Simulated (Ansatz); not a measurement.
## From the elastic tensor of TePb to moduli and sound speeds

All numbers below come from DFT PBEsol, scalar-relativistic, plane waves, PAW (Ansatz 0.2.0). Plane waves to 420 eV; Γ-centred k mesh 8×8×8; fixed occupations. No spin polarisation.

The structure is cubic, space group Fm-3m (No. 225). The conventional cell has a = 6.443 Å, b = 6.443 Å, c = 6.443 Å, α = 90.00°, β = 90.00°, γ = 90.00°. Te (site symmetry m-3m) is surrounded by 6 Pb at 3.22 Å. Around Pb (site symmetry m-3m) lie 6 Te at 3.22 Å.

Spin–orbit coupling is left out, which can shift energies with elements as heavy as these.

Relaxed-ion constants (GPa, on the Cartesian axes of the calculation):
```
125.5   4.6   4.6   0.0   0.0   0.0
  4.6 125.5   4.6   0.0   0.0   0.0
  4.6   4.6 125.5   0.0   0.0   0.0
  0.0   0.0   0.0  14.8   0.0   0.0
  0.0   0.0   0.0   0.0  14.8   0.0
  0.0   0.0   0.0   0.0   0.0  14.8
```

Density 8.314 g/cm³; 2 atoms in 66.87 Å³.

The values that follow are for a polycrystal of randomly turned grains, by Hill's mean where one number stands. In a crystal this anisotropic the Voigt and Reuss bounds lie far apart, so Hill's mean and the sound speeds and Debye temperature from it are rough.

With S = C⁻¹: B_V = (C11+C22+C33+2(C12+C13+C23))/9, G_V = (C11+C22+C33−C12−C13−C23+3(C44+C55+C66))/15, 1/B_R = S11+S22+S33+2(S12+S13+S23), 15/G_R = 4(S11+S22+S33−S12−S13−S23)+3(S44+S55+S66); Hill is their mean. Then v_l = √((B+4G/3)/ρ), v_t = √(G/ρ), v_m = [(2/v_t³+1/v_l³)/3]^(−1/3) and Θ = (ħ/k_B)·v_m·(6π²n/V)^(1/3) for n atoms in the volume V; E = 9BG/(3B+G), ν = (3B−2G)/(2(3B+G)) and A^U = 5G_V/G_R + B_V/B_R − 6.

```json
{"Bulk modulus, Voigt / Reuss / Hill": "44.9 / 44.9 / 44.9 GPa", "Shear modulus, Voigt / Reuss / Hill": "33.1 / 21.2 / 27.1 GPa", "Young's modulus": "68 GPa", "Poisson ratio": "0.248", "Pugh ratio B/G": "1.65", "Universal anisotropy index": "2.79", "Longitudinal and transverse sound speeds": "3123 and 1807 m/s", "Debye temperature from the mean sound speed": "185 K"}
```

Cost: 1 run of about 0.19 core-minutes, on Intel Xeon 6975P-C (Granite Rapids) (shared hosts).